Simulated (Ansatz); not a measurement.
BaTiO3:

```
Ba Ti O
1.0
     4.00730    0.00000    0.00000
     0.00000    4.00730    0.00000
     0.00000    0.00000    8.01460
Ba Ti O
2 2 6
Direct
  0.57741 0.59500 0.23992
  0.51332 0.45608 0.76365
  0.03541 0.99821 0.01324
  0.94999 0.97117 0.51853
  0.56907 0.92563 0.97977
  0.42933 0.96655 0.50053
  0.96890 0.59557 0.98415
  0.95413 0.46286 0.52367
  0.96185 0.01025 0.22399
  0.04058 0.01868 0.75255
```

```yaml
Program: Ansatz 0.2.0
Task: relaxation of cell and atoms
Functional: PBE
Potentials_or_basis: Ansatz PAW
Cutoff: "420 eV (not typed: the program's choice for these potentials)"
k_mesh: 7 × 7 × 4
Occupations: fermi-dirac, width 0.05 eV
Spin: no spin polarisation
```

At the start: volume 12.87 Å³/atom.

**Question.** Where does the relaxation end?

**Answer.** It ends after 13 steps and the volume is 13.38 Å³/atom (+3.9 %); space group Cmc2_1 (No. 36, to 0.05 Å).

Step by step:
```
step  energy change (eV)  largest force (eV/Å)  volume (Å³)
   1              0.0000                7.8748       128.70
   2             -3.2975                3.6362       134.55
   3             -4.3743                1.1109       132.36
   4             -4.5904                0.1449       134.12
   5             -4.6011                0.0145       132.81
   6             -4.6002                0.0062       133.26
   7             -4.6009                0.0049       133.26
   8             -4.6209                0.0053       133.26
   9             -4.6206                0.0061       133.63
  10             -4.6205                0.0032       133.68
  11             -4.6220                0.0032       133.68
  12             -4.6218                0.0006       133.76
  13             -4.6221                0.0006       133.76
```

Final structure:
```
CELL_PARAMETERS angstrom
4.01782 0.00480 0.00000
0.00480 4.01976 0.00000
0.00001 0.00000 8.28206
ATOMIC_POSITIONS crystal
Ba 0.49637 0.49629 0.25733
Ba 0.50363 0.50371 0.75733
Ti 0.98423 0.98394 0.01583
Ti 0.01577 0.01607 0.51583
O 0.51340 0.00860 0.99494
O 0.48659 0.99139 0.49494
O 0.00839 0.51373 0.99499
O 0.99161 0.48627 0.49499
O 0.99942 0.99942 0.23691
O 0.00058 0.00058 0.73692
```

Caveat: the plane-wave basis is chosen anew once the cell has moved, so the energies of steps on either side of that aren't comparable; the pressure holds a Pulay correction of +0.5 GPa for the finite cutoff.
